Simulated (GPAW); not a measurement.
# In (I4/mmm) in GPAW: settings compared

One crystal, In, is run at these levels: BLYP, PBE; tasks: single point.

All numbers are computed with GPAW 26.7.0; they aren't measurements. Logs are shortened: lines on timing, memory, paths and dates and some standing lists are left out, and cuts for length are marked. The log counts tension as positive stress, the text compression.

**1. The crystal as given**

It takes space group I4/mmm (No. 139, tetragonal). Conventional cell: a = 3.251 Å, b = 3.251 Å, c = 4.947 Å, α = 90.00°, β = 90.00°, γ = 90.00°. Around In (site symmetry 4/mmm) lie 12 In at 3.25 to 3.38 Å.

**2. Single point, BLYP**

File run.py:

```python
from ase.dft.bandgap import bandgap
from ase.io import read, write
from ase.units import GPa
from gpaw import GPAW, PW, setup_paths

setup_paths.insert(0, '.')

atoms = read('POSCAR')

calc = GPAW(mode=PW(500),
            xc='BLYP',
            kpts={'size': (9, 9, 9), 'gamma': True},
            occupations={'name': 'fermi-dirac', 'width': 0.05},
            nbands=14,
            eigensolver={'name': 'davidson', 'niter': 2},
            maxiter=120,
            txt='gpaw.txt')
atoms.calc = calc
energy = atoms.get_potential_energy()
forces = atoms.get_forces()
stress = atoms.get_stress()
calc.write('gs.gpw')
write('result.traj', atoms)
print(f'Energy: {energy:.6f} eV')
print('Forces (eV/A):')
print(forces.round(4))
print('Stress (GPa):', (stress / GPa).round(3))
print('Fermi level:', round(calc.get_fermi_level(), 4), 'eV')
print(f'Gap: {bandgap(calc)[0]:.4f} eV, direct: {bandgap(calc, direct=True)[0]:.4f} eV')
```

File POSCAR:

```
In
1.0
   -1.6254700000      1.6254700000      2.4737000000
    1.6254700000     -1.6254700000      2.4737000000
    1.6254700000      1.6254700000     -2.4737000000
In
1
Direct
    0.0000000000      0.0000000000      0.0000000000
```

Potentials or basis: PAW data sets generated in the run's folder for this functional, pw.

Launch:

```bash
$ gpaw-setup -f BLYP In
$ OMP_NUM_THREADS=1 python run.py
```

gpaw.txt:

```text
__  _  _
 | _ |_)|_||  |
 |__||  | ||/\| - 26.7.0

Input parameters:
  mode=PW(ecut=500.0),
  eigensolver=Davidson(niter=2),
  kpts=MonkhorstPack(size=(9, 9, 9), gamma=True),
  maxiter=120,
  nbands=14,
  occupations=Occupations(name='fermi-dirac', width=0.05),
  xc=XC(name='BLYP')

Diagonalizing LCAO Hamiltonian
Converting LCAO to pw mode

       In

Atoms  # Å, Bohr magnetons
|   | symbol |        x |        y |        z |    initial magnetic moments |
|---|--------|----------|----------|----------|-----------------------------|
| 0 |     In | 0.000000 | 0.000000 | 0.000000 | ( 0.0000,  0.0000,  0.0000) |

Unit cell  # Å
| periodic |         x |         y |         z |  lengths |     angles |
|----------|-----------|-----------|-----------|----------|------------|
|      yes | -1.625470 |  1.625470 |  2.473700 | 3.376906 | 122.452932 |
|      yes |  1.625470 | -1.625470 |  2.473700 | 3.376906 | 122.452932 |
|      yes |  1.625470 |  1.625470 | -2.473700 | 3.376906 |  85.801437 |

Number of symmetries: 16
Symmetry operations  # r_c * U_cc + t_c -> r_c
|    | kind |            matrix            |
|----|------|------------------------------|
|  0 |  σ   |  1, 1, 1,  0, 0,-1,  0,-1, 0 |
|  1 |  C4  |  1, 1, 1,  0, 0,-1, -1, 0, 0 |
|  2 |  E   |  1, 0, 0,  0, 1, 0,  0, 0, 1 |
|  3 |  σ   |  1, 0, 0,  0, 1, 0, -1,-1,-1 |
|  4 |  σ   |  0, 1, 0,  1, 0, 0,  0, 0, 1 |
|  5 |  C2  |  0, 1, 0,  1, 0, 0, -1,-1,-1 |
|  6 |  C2  |  0, 0, 1, -1,-1,-1,  1, 0, 0 |
|  7 |  S4  |  0, 0, 1, -1,-1,-1,  0, 1, 0 |
|  8 |  C4  |  0, 0,-1,  1, 1, 1,  0,-1, 0 |
|  9 |  σ   |  0, 0,-1,  1, 1, 1, -1, 0, 0 |
| 10 |  σ   |  0,-1, 0, -1, 0, 0,  1, 1, 1 |
| 11 |  C2  |  0,-1, 0, -1, 0, 0,  0, 0,-1 |
| 12 |  C2  | -1, 0, 0,  0,-1, 0,  1, 1, 1 |
| 13 |  i   | -1, 0, 0,  0,-1, 0,  0, 0,-1 |
| 14 |  S4  | -1,-1,-1,  0, 0, 1,  1, 0, 0 |
| 15 |  C2  | -1,-1,-1,  0, 0, 1,  0, 1, 0 |

BZ-sampling:
  Number of BZ points: 729
  Number of IBZ points: 75

  Monkhorst-Pack size: [9, 9, 9]
  Monkhorst-Pack shift: [0, 0, 0]

K-points  # in reciprocal-cell coordinates
|     |                                coordinates |     weight |
|-----|--------------------------------------------|------------|
|   0 | (  0.00000000,   0.00000000,   0.00000000) | 0.00137174 |
|   1 | (  0.11111111,  -0.11111111,   0.00000000) | 0.00548697 |
|   2 | (  0.11111111,  -0.11111111,   0.11111111) | 0.00548697 |
|   3 | (  0.11111111,   0.00000000,   0.00000000) | 0.01097394 |
|   4 | (  0.11111111,   0.11111111,  -0.11111111) | 0.00274348 |
|   5 | (  0.22222222,  -0.22222222,   0.00000000) | 0.00548697 |
|   6 | (  0.22222222,  -0.22222222,   0.11111111) | 0.01097394 |
|   7 | (  0.22222222,  -0.22222222,   0.22222222) | 0.00548697 |
|   8 | (  0.22222222,  -0.11111111,   0.00000000) | 0.02194787 |
|   9 | (  0.22222222,  -0.11111111,   0.11111111) | 0.01097394 |
| ... |                                            |            |
|  74 | (  0.44444444,   0.44444444,   0.44444444) | 0.01097394 |

Plane wave coefficients: 673
Cutoff: 500.0 eV

Spin-components: 1 (collinear spins)
Bands:           14
Projectors:      6
Spin-degeneracy: 2
Datatype:        complex128

Parallelization:
  kpt:    1
  domain: 1
  band:   1

Density:
  Valence electrons: 13.0
  Components: 1
  Grid points: [18 18 18]
  Charge: 0.0  # |e|

Potential:
  Grid points: [18 18 18]

species:
  In:
    name:    Indium
    Z:       49.0
    valence: 13
    core:    36
    charge:  0.0  # [|e|]
    compensation charges:
      type: gauss
      rc: 0.36  # [Å]
      lmax: 2
    cutoffs:
      filter: 2.09  # [Å]
      core: 2.48  # [Å]
    projectors
    | kind |    occ | energy [eV] | rcut [Å] |
    |------|--------|-------------|----------|
    |   5s |  2.000 |      -8.153 |    1.185 |
    |   5p |  1.000 |      -2.464 |    1.244 |
    |   4d | 10.000 |     -18.419 |    1.148 |
    |    s |        |      19.059 |    1.185 |
    |    p |        |      24.748 |    1.244 |
    |    d |        |       8.793 |    1.148 |

    Using partial waves for In as LCAO basis

Reference energy: -159992.115983  # eV

eigensolver:
  Davidson
  Converge bands: occupied
  niter=2

density mixing:
  MSR1-Mixer
  Pratt-step length: 0.05
  Maximum mixing coefficient: 0.75
  Old densities: 10
  SVD Regularization: 0.005
  Good broyden scale: 1.0
  Trust region scale: 1.0
  Backstep threshold: 4.0
  History deletion threshold: 6.0
  Fourier metric: weight=20.0, sigma=0.015

occupation numbers:
  Fermi-Dirac:
    width: 0.0500  # eV

poisson solver:
  ecut: 4000.0  # eV

xc functional:
  name: BLYP with 2 nearest neighbor stencil

convergence criteria:
- Maximum [total energy] change in last 3 cyles: 0.0005 eV / valence electron
- Maximum integral of absolute [dens]ity change: 0.0001 electrons / valence electron
- Maximum integral of absolute [eigenst]ate change: 4e-08 eV^2 / valence electron
maximum number of iterations: 120

SCF iterations
|iter     | |      energy | eigst |  dens |
|---------|-|-------------|-------|-------|
|iter:   1| |   -1.972344 | -0.56 |       |
|iter:   2| |   -1.970898 | -2.24 | -1.68 |
|iter:   3| |   -1.952594 | -2.71 | -1.71 |
|iter:   4| |   -1.952467 | -4.22 | -2.21 |
|iter:   5| |   -1.952556c| -4.51 | -2.63 |
|iter:   6| |   -1.952563c| -5.24 | -3.81 |
|iter:   7| |   -1.952566c| -5.82 | -4.14c|
|iter:   8| |   -1.952566c| -6.98 | -4.95c|
|iter:   9| |   -1.952566c| -7.47c| -5.41c|

Converged in 9 steps
Energy contributions relative to reference atoms: (reference = -159992.115983)

Energy contributions:
  Kinetic:          13.400923
  Coulomb:         -12.130063
  Zero:              0.176532
  External:          0.000000
  Xc:               -3.397528
  Entropy:          -0.004858
  Spinorbit:         0.000000
  ----------------------------
  Free energy:      -1.954995
  Extrapolated:     -1.952566

dipole moment: (-5.528415, -5.528415, -8.413345)  # |e|*Ang

Fermi level: 7.473
Eigenvalues  # (at kpt = [0.000, 0.000, 0.000])
| band index |      eig [eV] | occ [0-2] |
|------------|---------------|-----------|
|          0 |        -7.236 |     2.000 |
|          1 |        -7.132 |     2.000 |
|          2 |        -7.132 |     2.000 |
|          3 |        -7.050 |     2.000 |
|          4 |        -6.938 |     2.000 |
|          5 |        -2.100 |     2.000 |
|          6 |        17.760 |     0.000 |
|          7 |        17.760 |     0.000 |
|          8 |        17.906 |     0.000 |
|          9 |        19.436 |     0.000 |
|         10 |        21.501 |     0.000 |
|         11 |        21.674 |     0.000 |
|         12 |        21.674 |     0.000 |
|         13 |        23.834 |     0.000 |

No gap
No difference between direct/indirect transitions

Forces  # eV/Ang
|        x |       y |       z |
|----------|---------|---------|
| -0.00000 | 0.00000 | 0.00000 |  # In   0

Stress tensor  # eV/Ang^3
|         x |         y |         z |
|-----------|-----------|-----------|
| -0.033732 |  0.000000 |  0.000000 |
|  0.000000 | -0.033732 |  0.000000 |
|  0.000000 |  0.000000 | -0.029824 |

# Writing to gs.gpw (mode='')
```

stdout:

```text
Energy: -1.952566 eV
Forces (eV/A):
[[-0.  0.  0.]]
Stress (GPa): [-5.404 -5.404 -4.778  0.     0.     0.   ]
Fermi level: 7.4726 eV
Gap: 0.0000 eV, direct: 0.0000 eV
```

Wall time 13 s (1 thread of Arm Neoverse V2, shared host); peak memory 0.14 GiB.

What came out:

```yaml
Free_energy: -1.9550 eV
Pressure: 5.2 GPa
Band_gap_on_the_k_mesh: none (metal or under the smearing width)
```

Caveat: the cutoff is short for stress and forces, so pressures can be off by a GPa or more.

**3. Single point, PBE**

run.py: that of step 2 with these lines changed.

```diff
@@ -1,12 +1,16 @@
 from ase.dft.bandgap import bandgap
-from ase.io import read, write
+from ase.io import write
+from ase.spacegroup import crystal
 from ase.units import GPa
-from gpaw import GPAW, PW, setup_paths
+from gpaw import GPAW, PW
 
-setup_paths.insert(0, '.')
-
-atoms = read('POSCAR')
+# In 2a
+atoms = crystal(['In'],
+                basis=[[0.0, 0.0, 0.0]],
+                spacegroup=139, setting=1,  # I4/mmm
+                cellpar=[3.25094, 3.25094, 4.9474, 90.0, 90.0, 90.0],
+                primitive_cell=True)
 
 calc = GPAW(mode=PW(500),
-            xc='BLYP',
+            xc='PBE',
             kpts={'size': (9, 9, 9), 'gamma': True},
@@ -14,3 +18,2 @@
             nbands=14,
-            eigensolver={'name': 'davidson', 'niter': 2},
             maxiter=120,
```

Potentials or basis: GPAW PAW data sets (gpaw-data 1.2.1), pw.

Launch:

```bash
$ OMP_NUM_THREADS=1 python run.py
```

Run time: 14 s. Hardware: 1 thread of Arm Neoverse V1, shared host; peak memory 0.14 GiB.

Results (log left out):

```
Free energy            : -2.7465 eV
Pressure               : 1.0 GPa
Band gap on the k mesh : none (metal or under the smearing width)
```

Stress tensor (GPa, compression positive):
```
0.97 0.00 0.00
0.00 0.97 0.00
0.00 0.00 1.10
```

Levels at points of the mesh, in eV from the Fermi level:
```csv
k point,band 2,band 3,band 4,band 5,band 6,band 7,band 8,band 9,band 10
"(0.00, 0.00, 0.00)",-14.56,-14.56,-14.48,-14.37,-9.60,10.46,10.46,10.63,11.59
```

Caveat: the cutoff is short for stress and forces, so pressures can be off by a GPa or more.

**4. Single point, PBE**

run.py: that of step 3 with these lines changed.

```diff
@@ -1,4 +1,4 @@
+from ase import Atoms
 from ase.dft.bandgap import bandgap
 from ase.io import write
-from ase.spacegroup import crystal
 from ase.units import GPa
@@ -6,10 +6,10 @@
 
-# In 2a
-atoms = crystal(['In'],
-                basis=[[0.0, 0.0, 0.0]],
-                spacegroup=139, setting=1,  # I4/mmm
-                cellpar=[3.25094, 3.25094, 4.9474, 90.0, 90.0, 90.0],
-                primitive_cell=True)
+atoms = Atoms(['In'],
+              cell=[[-1.62547, 1.62547, 2.4737],
+                    [1.62547, -1.62547, 2.4737],
+                    [1.62547, 1.62547, -2.4737]],
+              scaled_positions=[[0.0, 0.0, 0.0]],
+              pbc=True)
 
-calc = GPAW(mode=PW(500),
+calc = GPAW(mode=PW(450),
             xc='PBE',
```

Launch:

```bash
$ OMP_NUM_THREADS=1 python run.py
```

Wall time 14 s (1 thread of Arm Neoverse V1, shared host); peak memory 0.13 GiB.

The run converged. Its results:

```
Free energy            : -2.7101 eV
Pressure               : -0.2 GPa
Band gap on the k mesh : none (metal or under the smearing width)
```

Stress tensor (GPa, compression positive):
```
-0.28  0.00  0.00
 0.00 -0.28  0.00
 0.00  0.00 -0.15
```

Levels at points of the mesh, in eV from the Fermi level:
```tsv
k point	band 3	band 4	band 5	band 6	band 7	band 8	band 9	band 10
(0.00, 0.00, 0.00)	-14.56	-14.48	-14.37	-9.60	10.46	10.46	10.63	11.59
```

Caveat: the cutoff is short for stress and forces, so pressures can be off by a GPa or more.

**5. The runs side by side**

```tsv
level	potentials or basis	cutoff (eV)	eigensolver	gap on the mesh (eV)	pressure (GPa)
BLYP	PAW data sets generated in the run's folder for this functional, pw	500	davidson niter=2	none	5.2
PBE	GPAW PAW data sets (gpaw-data 1.2.1), pw	500	-	none	1.0
PBE	GPAW PAW data sets (gpaw-data 1.2.1), pw	450	-	none	-0.2
```

Alike in all rows: task single point; no spin polarisation; cell as given; k mesh 9 × 9 × 9; smearing fermi-dirac 0.05 eV.

Caveats: the cutoff is short for stress and forces, so pressures can be off by a GPa or more.

Absolute energies hang on the potentials; compare differences alone.
